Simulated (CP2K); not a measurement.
Crystal: SnO2 (Cassiterite).

```xyz
6
Lattice="4.7380 0.0000 0.0000 0.0000 4.7380 0.0000 0.0000 0.0000 3.1865" Properties=species:S:1:pos:R:3 pbc="T T T"
Sn    2.3690    2.3690    1.5933
Sn    0.0000    0.0000    0.0000
O     3.8240    0.9140    1.5933
O     3.2830    3.2830    0.0000
O     0.9140    3.8240    1.5933
O     1.4550    1.4550    0.0000
```

Base run:

- Program: CP2K 2026.2
- Functional: PBEsol
- Potentials or basis: POTENTIAL_UZH Sn GTH-PBE-q4, O GTH-PBE-q6; TZVP-MOLOPT-PBE-GTH basis
- Density cutoff: 8163 eV
- k mesh: 6 × 6 × 8
- Occupations: fermi-dirac, width 0.05 eV
- Spin: no spin polarisation

Its results: band gap on the k mesh 1.02 eV, direct; pressure 12.8 GPa; largest force 0.294 eV/Å.

The run is repeated on the same cell with these changes: functional from PBEsol to PBE; occupations from fermi-dirac, width 0.05 eV to gaussian, width 0.014 eV. What comes out?

Band gap on the k mesh 1.09 eV, direct; pressure 14.2 GPa; largest force 0.296 eV/Å.

Caveats: spin-orbit coupling is left out, which moves the levels of the heavy elements; the basis of atomic orbitals isn't converged, which shifts pressures, moduli and gaps; the potentials were made for another functional, which shifts forces and pressure (some runs).

Not every run made on this cell is shown here.
